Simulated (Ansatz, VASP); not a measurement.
**SbSe2: VASP beside Ansatz**

```
Sb Se
1.0
     3.89229    0.00000    0.00000
    -1.94614    3.37082    0.00000
     0.00000    0.00000    6.60031
Sb Se
1 2
Direct
  0.00000 0.00000 0.00000
  0.66667 0.33333 0.74631
  0.33333 0.66667 0.25369
```

Change from the starting cell: species swapped into the TaS2 type (P-3m1, No. 164).

Alike in both runs: functional PBE; k mesh 12 × 12 × 8; occupations gaussian, width 0.1 eV; no spin polarisation.

Ansatz relaxed the structure, and its values are those at the end. VASP's run is a single point on that final structure, the one shown.

```csv
,VASP,Ansatz
version,VASP 6.6.1,Ansatz 0.2.0
potentials or method,"VASP PAW PBE potentials, release 64 (Sb, Se)","scalar-relativistic, plane waves, PAW"
plane-wave cutoff (eV),520,420
valence electrons in the cell,17,47
```

```csv
,VASP,Ansatz,Ansatz less VASP
gap on the k mesh at the Fermi level (eV),none,none,-
pressure (GPa),0.0,0.0,+0.04
```

A gap of «none» marks a metal or a gap that the smearing closes. With one functional, cell and mesh, what is left measures potentials, basis and numerics. The two sets of potentials don't hold the same shells in valence.

Caveats: this functional lacks dispersion, which binds the layers, so the pressure and a relaxed spacing across them are unreliable. Spin-orbit coupling is left out, which matters for the levels of Sb.
